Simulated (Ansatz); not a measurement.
# SnO: the cost of one run

Program: Ansatz 0.2.0. Level of theory: reference: DFT, PBE, plane waves, PAW. These are calculated values, not measurements.

5 further runs of the same task are left out: 5 that didn't finish.

## Step 1: The system as given

It takes space group Pm-3m (No. 221, cubic). Conventional cell: a = 3.103 Å, b = 3.103 Å, c = 3.103 Å, α = 90.00°, β = 90.00°, γ = 90.00°. Sn (site symmetry m-3m) is surrounded by 8 O at 2.69 Å. O (site symmetry m-3m) is surrounded by 8 Sn at 2.69 Å.

Coordinates:

```cif
data_structure
_symmetry_space_group_name_H-M 'Pm-3m'
_symmetry_Int_Tables_number 221
_cell_length_a 3.1034
_cell_length_b 3.1034
_cell_length_c 3.1034
_cell_angle_alpha 90.000
_cell_angle_beta 90.000
_cell_angle_gamma 90.000
_cell_volume 29.89
loop_
_atom_site_label
_atom_site_type_symbol
_atom_site_symmetry_multiplicity
_atom_site_Wyckoff_symbol
_atom_site_fract_x
_atom_site_fract_y
_atom_site_fract_z
_atom_site_occupancy
Sn1 Sn 1 a 0.00000 0.00000 0.00000 1
O1 O 1 b 0.50000 0.50000 0.50000 1
```

## Step 2: Baseline

Contents of input.yaml:

```yaml
crystal:
  lattice:
    - [3.1034067823, 0.0, 0.0]
    - [0.0, 3.1034067823, 0.0]
    - [0.0, 0.0, 3.1034067823]
  atoms:
    - { symbol: Sn, position: [0.0, 0.0, 0.0] }
    - { symbol: O, position: [0.5, 0.5, 0.5] }
kpoints:
  mp_grid: { grid: [6, 6, 6] }
hamiltonian:
  xc: pbe
scf:
  occupations: { method: fixed }
  n_extra_bands: 4
output:
  forces: true
  stress: true
  eigenvalues: true
```

Started as:

```
$ ansatz run input.yaml --threads 4 --pin off --max-ram 3686MiB --backend cpu --events-out ev --progress --plain --runs-dir out
```

What time and memory should one allow on 4 threads of an x86-64 CPU, shared host?

About 2 s, with a peak of 0.31 GiB.
